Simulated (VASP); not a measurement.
# NaI: forms and solvers of the BSE on one G0W0 step

NaI, Fm-3m (no. 225), 2 atoms in the cell. PBE, G0W0 and BSE; PAW potentials I_GW, Na_sv_GW (PBE set).

GW step before the BSE: G0W0.

## Input

INCAR.step1:
```
PREC = Accurate ; ENCUT = 380
ISMEAR = 0 ; SIGMA = 0.02
EDIFF = 1E-8 ; LASPH = True
KPAR = 4 ; LWAVE = True
LCHARG = False
```

INCAR.step2, as INCAR.step1 but for:
```
- EDIFF = 1E-8
+ EDIFF = 1E-7
+ ALGO = Exact
+ NELM = 1
+ LOPTICS = True
+ ISTART = 1
+ NBANDS = 68
+ NEDOS = 2000
```

INCAR.step3:
```
PREC = Accurate ; ENCUT = 380
ISMEAR = 0 ; SIGMA = 0.02
LASPH = True ; KPAR = 4
LWAVE = True ; LCHARG = False
ALGO = EVGW0 ; NELMGW = 1
ISTART = 1 ; NBANDS = 68
ENCUTGW = 120 ; NOMEGA = 48
NBANDSGW = 24 ; PRECFOCK = Fast
```

INCAR.step4:
```
PREC = Accurate ; ENCUT = 380
ISMEAR = 0 ; SIGMA = 0.02
LASPH = True ; KPAR = 4
LWAVE = False ; LCHARG = False
ALGO = BSE ; NBANDS = 68
NBANDSO = 4 ; NBANDSV = 4
IBSE = 2 ; NBSEEIG = 4
ENCUTGW = 120 ; PRECFOCK = Fast
ANTIRES = 0 ; OMEGAMAX = 25
CSHIFT = 0.15 ; NOMEGA = 1000
ISTART = 1
```

INCAR.step5, as INCAR.step4 but for:
```
- ANTIRES = 0
+ ANTIRES = 1
```

INCAR.step6 changes the same tag again: ANTIRES = 2.

INCAR.step7, as INCAR.step6 but for:
```
- ANTIRES = 2
+ ANTIRES = 0
+ LHARTREE = False
+ LADDER = False
```

INCAR.step8, as INCAR.step7 but for:
```
- ANTIRES = 0
- LHARTREE = False
+ ANTIRES = 2
```

INCAR.step9, as INCAR.step8 but for:
```
- ANTIRES = 2
- LADDER = False
+ ANTIRES = 0
+ LTRIPLET = True
```

INCAR.step10, as INCAR.step9 but for:
```
- IBSE = 2
- LTRIPLET = True
+ IBSE = 3
+ BSEPREC = High
```

INCAR.step11, as INCAR.step10 but for:
```
- IBSE = 3
- BSEPREC = High
+ IBSE = 1
```

INCAR.step12, as INCAR.step11 but for:
```
- IBSE = 1
+ IBSE = 2
+ SCISSOR = 0.3
```

INCAR.step13, as INCAR.step12 but for:
```
- NBANDSO = 4
- NBANDSV = 4
- SCISSOR = 0.3
+ NBANDSO = 1
+ NBANDSV = 1
```

INCAR.step14, as INCAR.step13 but for:
```
- NBANDSO = 1
- NBANDSV = 1
+ NBANDSO = 4
+ NBANDSV = 4
+ NBSEBLOCKO = 2
+ NBSEBLOCKV = 2
```

INCAR.step15, as INCAR.step14 but for:
```
- KPAR = 4
- IBSE = 2
- NBSEEIG = 4
- NBSEBLOCKO = 2
- NBSEBLOCKV = 2
+ IBSE = 0
+ NBSEEIG = 3
+ BSEHOLE = 0.54 0.53 0.52
```

INCAR.step16, as INCAR.step15 but for:
```
- BSEHOLE = 0.54 0.53 0.52
+ BSEELECTRON = 0.54 0.53 0.52
```

KPOINTS:
```
k-points
0
Gamma
  4 4 4
```

POSCAR:
```
NaI
1.0
    0.0000000000      3.2364000000      3.2364000000
    3.2364000000      0.0000000000      3.2364000000
    3.2364000000      3.2364000000      0.0000000000
I Na
1 1
Direct
    0.5000000000      0.5000000000      0.5000000000
    0.0000000000      0.0000000000      0.0000000000
```

Commands (each step's output is kept before the next begins):
```
cat potpaw_PBE.64/I_GW/POTCAR potpaw_PBE.64/Na_sv_GW/POTCAR > POTCAR
cp INCAR.step1 INCAR
mpirun -np 4 vasp_std > vasp.out
cp INCAR.step2 INCAR
mpirun -np 4 vasp_std > vasp.out
cp INCAR.step3 INCAR
mpirun -np 4 vasp_std > vasp.out
cp INCAR.step4 INCAR
mpirun -np 4 vasp_std > vasp.out
cp INCAR.step5 INCAR
mpirun -np 4 vasp_std > vasp.out
cp INCAR.step6 INCAR
mpirun -np 4 vasp_std > vasp.out
cp INCAR.step7 INCAR
mpirun -np 4 vasp_std > vasp.out
cp INCAR.step8 INCAR
mpirun -np 4 vasp_std > vasp.out
cp INCAR.step9 INCAR
mpirun -np 4 vasp_std > vasp.out
cp INCAR.step10 INCAR
mpirun -np 4 vasp_std > vasp.out
cp INCAR.step11 INCAR
mpirun -np 4 vasp_std > vasp.out
cp INCAR.step12 INCAR
mpirun -np 4 vasp_std > vasp.out
cp INCAR.step13 INCAR
mpirun -np 4 vasp_std > vasp.out
cp INCAR.step14 INCAR
mpirun -np 4 vasp_std > vasp.out
cp INCAR.step15 INCAR
mpirun -np 1 vasp_std > vasp.out
cp INCAR.step16 INCAR
mpirun -np 1 vasp_std > vasp.out
rm WFULL*.tmp
cp INCAR.step4 INCAR
mpirun -np 4 vasp_std > vasp.out
```

## Result

- Direct quasiparticle gap on the mesh (eV): 5.65
- Direct Kohn-Sham gap on the mesh (eV): 3.64

One ground state, settings moved in the last step alone:

| Settings | ε at zero frequency | First excitation (eV) | First bright (eV) | Time (s) |
|---|---|---|---|---|
| BSE, Tamm-Dancoff | 3.36 | 4.798 | 4.798 | 5 |
| BSE, ANTIRES 1 | 3.20 | 4.808 | 4.808 | 7 |
| BSE, ANTIRES 2 | 3.20 | 4.798 | 4.798 | 8 |
| independent quasiparticles | 2.92 | 5.649 | 5.649 | 2 |
| RPA on quasiparticles, ANTIRES 2 | 2.62 | 5.656 | 5.656 | 4 |
| triplet | – | 4.768 | – | 4 |
| Lanczos (IBSE 3) | 3.36 | – | – | 5 |
| time evolution (IBSE 1) | 3.35 | – | – | 8 |
| scissor of 0.3 eV on top | 3.26 | 5.098 | 5.098 | 5 |
| one valence and one conduction band | 1.86 | 4.846 | 4.846 | 2 |
| matrix set up in blocks of bands | 3.36 | 4.798 | 4.798 | 17 |
| old driver (IBSE 0) with the exciton's density | 3.36 | 4.798 | 4.798 | 12 |
| electron held instead of the hole | 3.36 | 4.798 | 4.798 | 12 |
| diagonal screening alone | 3.31 | 4.810 | 4.810 | 5 |

Make-up of the lowest excitation, one of several of nearly equal energy, so its shares depend on the choice among them:

| k point | From band | To band | Share |
|---|---|---|---|
| 0.000 0.000 0.000 | 7 | 9 | 0.60 |
| 0.000 0.000 0.000 | 8 | 9 | 0.36 |
| 0.250 0.000 0.000 | 7 | 9 | 0.01 |
| -0.250 0.000 0.000 | 7 | 9 | 0.01 |
| -0.250 -0.250 -0.250 | 7 | 9 | 0.01 |
| 0.250 0.250 0.250 | 7 | 9 | 0.01 |

Limits: The 4×4×4 mesh is coarse for a spectrum: peaks stand apart that a denser mesh merges; spin-orbit coupling is left out, which can matter with atoms this heavy; bands, mesh and cutoff of the G0W0 step are small, so absolute energies aren't converged; the pairs hold 4 valence and 4 conduction bands, and what lies beyond is missing from ε.

VASP 6.6.1 took 139 s on 4 cores (Intel Xeon Platinum 8259CL @ 2.50GHz (Skylake/Cascade Lake)), a shared host.
